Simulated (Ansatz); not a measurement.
# MgH₂ under compression: one row to predict

The structure comes from a generated guess, relaxed at this level; another structure or a mixture of phases may lie lower.

Computed with Ansatz 0.2.0, DFT PBE, scalar-relativistic, plane waves, PAW. Cutoff 420 eV, Γ-centred 8×8×8 mesh (6-atom cell), Gaussian smearing of 0.02 eV, no spin polarisation.

```xyz
6
Lattice="-1.9042 1.9042 4.7323 1.9042 -1.9042 4.7323 1.9042 1.9042 -4.7323" Properties=species:S:1:pos:R:3 pbc="T T T"
Mg    0.0000    0.0000    0.0000
Mg    0.0000    1.9042    2.3661
H     0.0000    0.0000    7.4762
H     0.0000    1.9042    4.3545
H     0.0000    1.9042    0.3778
H     0.0000    0.0000    1.9884
```

The cell was set to several volumes, with shape and atoms relaxed at each where symmetry leaves them free. Pressure is positive in compression, and energies count from the lowest row.

```tsv
row	V (Å³/atom)	P (GPa)	ΔE (meV/atom)	gap on mesh (eV)
1	10.066	6.74	26.4	3.68
2	10.410	?	?	?
3	10.753	2.94	6.0	3.62
4	11.096	1.37	1.4	3.60
5	11.439	0.01	0.0	3.52
6	11.782	-1.21	1.3	3.43
7	12.125	-2.27	5.1	3.35
8	12.583	-3.48	13.3	3.24
```

Problem. Find B = −V·ΔP/ΔV from rows 4 and 6 and from rows 1 and 3, and from the two its slope B′ and its value B0 at zero pressure.

Solution. Rows 4 and 6 give −(11.096 + 11.782)/2 × (-1.21 − (1.37))/(11.782 − 11.096) = 43.0 GPa at a mean pressure of 0.08 GPa. Rows 1 and 3 give −(10.066 + 10.753)/2 × (2.94 − (6.74))/(10.753 − 10.066) = 57.6 GPa at a mean pressure of 4.84 GPa. So B′ = (57.6 − 43.0)/(4.84 − (0.08)) = 3.07 and B0 = 43.0 − 3.07 × (0.08) = 42.8 GPa. A third-order Birch–Murnaghan fit to all the energies gives B0 = 42.8 GPa and B′ = 3.3.

Problem. Estimate the pressure and energy of row 2.

Solution. From row 5, V0 = 11.439 × (1 + (0.01)/42.8) = 11.442 Å³/atom. Murnaghan's form P = (B0/B′)·[(V0/V)^B′ − 1] gives (42.8/3.07) × [(11.442/10.410)^3.07 − 1] = 4.69 GPa; the computed pressure is 4.72 GPa, so the estimate is off by -0.03 GPa. The work of compression from row 3, with the mean of the two pressures, gives ΔE = 6.0 + (4.69 + 2.94)/2 × (10.753 − 10.410)/160.2 × 1000 = 14.2 meV/atom (1 eV/Å³ = 160.2 GPa); the computed value is 14.2 meV/atom.

Problem. Fit the gap against pressure through the other rows and estimate it at the computed pressure of row 2.

Solution. Over the 7 rows the mean pressure is 0.5857 GPa and the mean gap is 3.491 eV. The sums of products of deviations are S_xx = 72.27 and S_xy = 3.068, so the slope is 3.068/72.27 = 0.04245 (r = 0.93, rms misfit 0.06 eV). At 4.72 GPa the line gives 3.491 + (0.04245) × (4.72 − 0.5857) = 3.67 eV. The computed value is 3.65 eV, so the line is off by +0.02 eV, no more than the largest miss among the fitted rows (0.08 eV). The rows follow a line poorly: the gap bends, or the lowest transition changes along the series.

Kohn–Sham gaps at this level usually fall short of measured ones. All volumes keep the k mesh of the relaxed cell. A later test with randomly moved atoms came back to the same energy, though modes that don't fit the test's cell weren't probed.
